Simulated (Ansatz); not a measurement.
# Fe: do energies and stresses tell the same story?

Theory: DFT PBE, scalar-relativistic, plane waves, PAW in Ansatz.

Cutoff 420 eV; k points 20×20×20 on the computed 1-atom cell (Γ-centred); Gaussian smearing, width 0.10 eV; collinear spin from starting moments 2.44 μB.

Relaxed cell: Im-3m, a = 2.832 Å, b = 2.832 Å, c = 2.832 Å, α = 90.00°, β = 90.00°, γ = 90.00°, 1 atom in the primitive cell.

Energies at zero smearing and pressures from the stress tensor, at volumes with shape and atoms relaxed:
```csv
V (Å³/atom),E − E(first) (meV/atom),P (GPa)
10.670,0.00,13.82
11.011,-20.36,5.97
11.352,-25.98,0.02
11.692,-20.69,-5.13
12.033,-4.61,-9.75
```

Check P = −dE/dV between neighbouring volumes, and get the bulk modulus from the pressures alone.

With 1 eV/Å³ = 160.2 GPa:
```tsv
middle V (Å³/atom)	−ΔE/ΔV (GPa)	mean P (GPa)
10.841	9.579	9.898
11.181	2.642	2.997
11.522	-2.486	-2.556
11.862	-7.566	-7.443
```

The two differ by 0.36 GPa at most. The mean of two end pressures misses the average over a step by about ΔV² P″/12, up to 0.23 GPa here; with that taken off 0.26 GPa remains. The stress is the derivative of the free energy, not of the energy at zero smearing, and with free energies 0.07 GPa remains. The largest site moment goes from 2.10 to 2.32 μB along the series, which bends P(V). Around V = 11.352 Å³/atom, the two neighbours give B = −V ΔP/ΔV = 11.352 × 11.11 / 0.681 = 185.1 GPa, against B0 = 186.1 GPa from the Birch–Murnaghan fit of the energies.

Only this magnetic start was tried.